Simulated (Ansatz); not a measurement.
The system is HfN.

```xyz
2
Lattice="0.0000 2.2560 2.2560 2.2560 0.0000 2.2560 2.2560 2.2560 0.0000" Properties=species:S:1:pos:R:3 pbc="T T T"
Hf    0.0000    0.0000    0.0000
N     2.2560    2.2560    2.2560
```

Base run:

```yaml
Program: Ansatz 0.2.0
Functional: r2SCAN
Potentials_or_basis: Ansatz PAW
Cutoff: "500 eV (not typed: the program's choice for these potentials)"
k_mesh: 10 × 10 × 10
Occupations: fermi-dirac, width 0.05 eV
Spin: no spin polarisation
```

Its results: band gap on the k mesh none (metal or under the smearing width); pressure 2.6 GPa.

Q: The run is repeated on the same cell with these changes: functional from r2SCAN to PBEsol; cutoff from 500 eV (not typed: the program's choice for these potentials) to 420 eV (not typed: the program's choice for these potentials). What comes out?

A: Band gap on the k mesh none (metal or under the smearing width); pressure -1.9 GPa.

Caveats: the PAW data sets come from PBE, with cores solved anew for the run's functional, which leaves a small shift of forces and pressure; spin-orbit coupling is left out, which moves the levels of the heavy elements (some runs).
